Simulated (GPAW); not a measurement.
# CuO (P6_3/mmc) in GPAW: further runs, part 2 of 2

GPAW 26.7.0.

## (6) Single point, PBEsol

File run.py:

```python
from ase import Atoms
from ase.dft.bandgap import bandgap
from ase.io import write
from ase.units import GPa
from gpaw import GPAW, PW, setup_paths

setup_paths.insert(0, '.')

atoms = Atoms(['Cu', 'Cu', 'O', 'O'],
              cell=[[3.1795331014, 0.0, 0.0],
                    [-1.5897665507, 2.753556438, 0.0],
                    [0.0, 0.0, 4.43149073]],
              scaled_positions=[[0.0, 0.0, 0.0],
                                [0.0, 0.0, 0.5],
                                [0.3333333333, 0.6666666667, 0.25],
                                [0.6666666667, 0.3333333333, 0.75]],
              pbc=True)

calc = GPAW(mode=PW(800),
            xc='PBEsol',
            kpts={'size': (8, 8, 5), 'gamma': True},
            occupations={'name': 'fermi-dirac', 'width': 0.05},
            nbands=33,
            convergence={'density': 1e-05, 'energy': 1e-05},
            maxiter=150,
            txt='gpaw.txt')
atoms.calc = calc
energy = atoms.get_potential_energy()
forces = atoms.get_forces()
stress = atoms.get_stress()
calc.write('gs.gpw')
write('result.traj', atoms)
print(f'Energy: {energy:.6f} eV')
print('Forces (eV/A):')
print(forces.round(4))
print('Stress (GPa):', (stress / GPa).round(3))
print('Fermi level:', round(calc.get_fermi_level(), 4), 'eV')
print(f'Gap: {bandgap(calc)[0]:.4f} eV, direct: {bandgap(calc, direct=True)[0]:.4f} eV')
```

Potentials or basis: PAW data sets generated in the run's folder for this functional, pw.

Launch:

```console
> gpaw-setup -f PBEsol Cu O
> OMP_NUM_THREADS=1 python run.py
```

gpaw.txt:

```text
__  _  _
 | _ |_)|_||  |
 |__||  | ||/\| - 26.7.0

Input parameters:
  mode=PW(ecut=800.0),
  convergence={'density': 1e-05, 'energy': 1e-05},
  kpts=MonkhorstPack(size=(8, 8, 5), gamma=True),
  maxiter=150,
  nbands=33,
  occupations=Occupations(name='fermi-dirac', width=0.05),
  xc=XC(name='PBEsol')

Diagonalizing LCAO Hamiltonian
Converting LCAO to pw mode

            O

       Cu
         O

       Cu

Atoms  # Å, Bohr magnetons
|   | symbol |         x |        y |        z |    initial magnetic moments |
|---|--------|-----------|----------|----------|-----------------------------|
| 0 |     Cu |  0.000000 | 0.000000 | 0.000000 | ( 0.0000,  0.0000,  0.0000) |
| 1 |     Cu |  0.000000 | 0.000000 | 2.215745 | ( 0.0000,  0.0000,  0.0000) |
| 2 |      O | -0.000000 | 1.835704 | 1.107873 | ( 0.0000,  0.0000,  0.0000) |
| 3 |      O |  1.589767 | 0.917852 | 3.323618 | ( 0.0000,  0.0000,  0.0000) |

Unit cell  # Å
| periodic |         x |        y |        z |  lengths |     angles |
|----------|-----------|----------|----------|----------|------------|
|      yes |  3.179533 | 0.000000 | 0.000000 | 3.179533 |  90.000000 |
|      yes | -1.589767 | 2.753556 | 0.000000 | 3.179533 |  90.000000 |
|      yes |  0.000000 | 0.000000 | 4.431491 | 4.431491 | 120.000000 |

Number of symmetries: 12
Symmetry operations  # r_c * U_cc + t_c -> r_c
|    | kind |            matrix            |
|----|------|------------------------------|
|  0 |  σ   |  1, 1, 0,  0,-1, 0,  0, 0, 1 |
|  1 |  S6  |  1, 1, 0, -1, 0, 0,  0, 0,-1 |
|  2 |  E   |  1, 0, 0,  0, 1, 0,  0, 0, 1 |
|  3 |  C2  |  1, 0, 0, -1,-1, 0,  0, 0,-1 |
|  4 |  C2  |  0, 1, 0,  1, 0, 0,  0, 0,-1 |
|  5 |  C3  |  0, 1, 0, -1,-1, 0,  0, 0, 1 |
|  6 |  S6  |  0,-1, 0,  1, 1, 0,  0, 0,-1 |
|  7 |  σ   |  0,-1, 0, -1, 0, 0,  0, 0, 1 |
|  8 |  σ   | -1, 0, 0,  1, 1, 0,  0, 0, 1 |
|  9 |  i   | -1, 0, 0,  0,-1, 0,  0, 0,-1 |
| 10 |  C3  | -1,-1, 0,  1, 0, 0,  0, 0, 1 |
| 11 |  C2  | -1,-1, 0,  0, 1, 0,  0, 0,-1 |

BZ-sampling:
  Number of BZ points: 320
  Number of IBZ points: 40

  Monkhorst-Pack size: [8, 8, 5]
  Monkhorst-Pack shift: [0.0625, 0.0625, 0.0]

K-points  # in reciprocal-cell coordinates
|     |                                coordinates |     weight |
|-----|--------------------------------------------|------------|
|   0 | (  0.00000000,   0.00000000,   0.00000000) | 0.00312500 |
|   1 | (  0.00000000,   0.00000000,   0.20000000) | 0.00625000 |
|   2 | (  0.00000000,   0.00000000,   0.40000000) | 0.00625000 |
|   3 | (  0.12500000,   0.00000000,  -0.40000000) | 0.01875000 |
|   4 | (  0.12500000,   0.00000000,  -0.20000000) | 0.01875000 |
|   5 | (  0.12500000,   0.00000000,   0.00000000) | 0.01875000 |
[... 62 lines left out ...]
    compensation charges:
      type: gauss
      rc: 0.21  # [Å]
      lmax: 2
    cutoffs:
      filter: 1.17  # [Å]
      core: 0.83  # [Å]
    projectors
    | kind |    occ | energy [eV] | rcut [Å] |
    |------|--------|-------------|----------|
    |   2s |  2.000 |     -23.808 |    0.688 |
    |   2p |  4.000 |      -8.972 |    0.598 |
    |    s |        |       3.404 |    0.688 |
    |    p |        |      18.239 |    0.598 |
    |    d |        |       0.000 |    0.619 |

    Using partial waves for O as LCAO basis

Reference energy: -94036.894853  # eV

eigensolver:
  PPCG
  Converge bands: occupied
  niter=2

density mixing:
  MSR1-Mixer
  Pratt-step length: 0.05
  Maximum mixing coefficient: 0.75
  Old densities: 10
  SVD Regularization: 0.005
  Good broyden scale: 1.0
  Trust region scale: 1.0
  Backstep threshold: 4.0
  History deletion threshold: 6.0
  Fourier metric: weight=20.0, sigma=0.015

occupation numbers:
  Fermi-Dirac:
    width: 0.0500  # eV

poisson solver:
  ecut: 6400.0  # eV

xc functional:
  name: PBEsol with 2 nearest neighbor stencil

convergence criteria:
[... 6 lines left out ...]
|iter     | |      energy | eigst |  dens |
|---------|-|-------------|-------|-------|
|iter:   1| |  -25.599255 | +0.10 |       |
|iter:   2| |  -23.259470 | -1.87 | -0.90 |
|iter:   3| |  -20.307822 | -1.29 | -1.00 |
|iter:   4| |  -20.234089 | -3.11 | -1.59 |
|iter:   5| |  -20.324987 | -2.84 | -1.76 |
|iter:   6| |  -20.198951 | -3.10 | -1.73 |
|iter:   7| |  -20.195962 | -4.35 | -2.45 |
|iter:   8| |  -20.195852 | -5.78 | -2.87 |
|iter:   9| |  -20.195858c| -5.92 | -3.27 |
|iter:  10| |  -20.195863c| -7.13 | -3.83 |
|iter:  11| |  -20.195863c| -8.17c| -4.46 |
|iter:  12| |  -20.195863c| -8.37c| -5.16c|

Converged in 12 steps
Energy contributions relative to reference atoms: (reference = -94036.894853)

Energy contributions:
  Kinetic:          -1.091265
  Coulomb:          -3.872573
  Zero:              0.609186
  External:          0.000000
  Xc:              -15.824655
  Entropy:          -0.033112
  Spinorbit:         0.000000
  ----------------------------
  Free energy:     -20.212419
  Extrapolated:    -20.195863

dipole moment: (-6.875465, -11.908655, -9.582716)  # |e|*Ang

Fermi level: 6.436
Eigenvalues  # (at kpt = [0.000, 0.000, 0.000])
| band index |      eig [eV] | occ [0-2] |
|------------|---------------|-----------|
|          0 |       -12.742 |     2.000 |
|        ... |               |           |
|          8 |         3.908 |     2.000 |
|          9 |         3.908 |     2.000 |
|         10 |         4.183 |     2.000 |
|         11 |         4.183 |     2.000 |
|         12 |         4.832 |     2.000 |
|         13 |         4.957 |     2.000 |
[... 8 lines left out ...]
|         22 |        18.526 |     0.000 |
|         23 |        23.896 |     0.000 |
|        ... |               |           |
|         32 |        31.169 |     0.000 |

No gap
No difference between direct/indirect transitions

Forces  # eV/Ang
|        x |       y |        z |
|----------|---------|----------|
|  0.00000 | 0.00000 |  0.00000 |  # Cu   0
| -0.00000 | 0.00000 |  0.00000 |  # Cu   1
|  0.00000 | 0.00000 | -0.00002 |  # O    2
| -0.00000 | 0.00000 |  0.00002 |  # O    3

Stress tensor  # eV/Ang^3
|         x |         y |         z |
|-----------|-----------|-----------|
|  0.101728 | -0.000000 |  0.000000 |
| -0.000000 |  0.101728 | -0.000000 |
|  0.000000 | -0.000000 | -0.186026 |

# Writing to gs.gpw (mode='')
```

It took 61 s on 1 thread of Arm Neoverse V2, shared host; peak memory 0.2 GiB.

What came out:

```yaml
Free_energy: -20.2124 eV
Pressure: -0.9 GPa
Band_gap_on_the_k_mesh: none (metal or under the smearing width)
```

Stress tensor (GPa, compression positive):
```
-16.30   0.00   0.00
  0.00 -16.30   0.00
  0.00   0.00  29.80
```

Levels at points of the mesh, in eV from the Fermi level:
| k point | band 14 | band 15 | band 16 | band 17 | band 18 | band 19 | band 20 | band 21 |
| --- | --- | --- | --- | --- | --- | --- | --- | --- |
| (0.00, 0.00, 0.00) | -1.48 | -1.48 | -0.13 | 0.58 | 0.58 | 1.33 | 4.90 | 11.30 |
| (0.50, 0.50, 0.00) | -1.68 | -1.50 | -1.24 | 0.34 | 0.47 | 6.51 | 6.70 | 9.61 |

Caveat: with this Cu data set, volumes or pressures lay over 1.5 % or 2 GPa off other programs in two to four cells of ten; the run has no spin polarisation, though such a crystal can be magnetic; semilocal functionals often make such compounds metallic where correlation or magnetic order opens a gap, which also shifts bond lengths.

## (7) Overview

| level | potentials or basis | older calculator (legacy_gpaw) | gap on the mesh (eV) | pressure (GPa) |
| --- | --- | --- | --- | --- |
| LDA | the program's PAW data sets (release 1.2.1) made for this functional, pw | - | none | -8.9 |
| PBE | GPAW PAW data sets (gpaw-data 1.2.1), pw | - | none | 7.6 |
| vdW-DF-cx | GPAW PAW data sets (gpaw-data 1.2.1), pw | - | none | - |
| optB88-vdW | GPAW PAW data sets (gpaw-data 1.2.1), pw | yes | none | - |
| PBEsol | PAW data sets generated in the run's folder for this functional, pw | - | none | -0.9 |

Alike in all rows: task single point; no spin polarisation; cell as given; k mesh 8 × 8 × 5; cutoff (eV) 800; smearing fermi-dirac 0.05 eV.

Caveats: the run has no spin polarisation, though such a crystal can be magnetic; semilocal functionals often make such compounds metallic where correlation or magnetic order opens a gap, which also shifts bond lengths; with this Cu data set, volumes or pressures lay over 1.5 % or 2 GPa off other programs in two to four cells of ten (some runs); the PAW data sets were made with another functional, which shifts forces and pressure a little (some runs).

Total energies depend on the potentials used, so only differences within one code and one set of settings carry meaning.
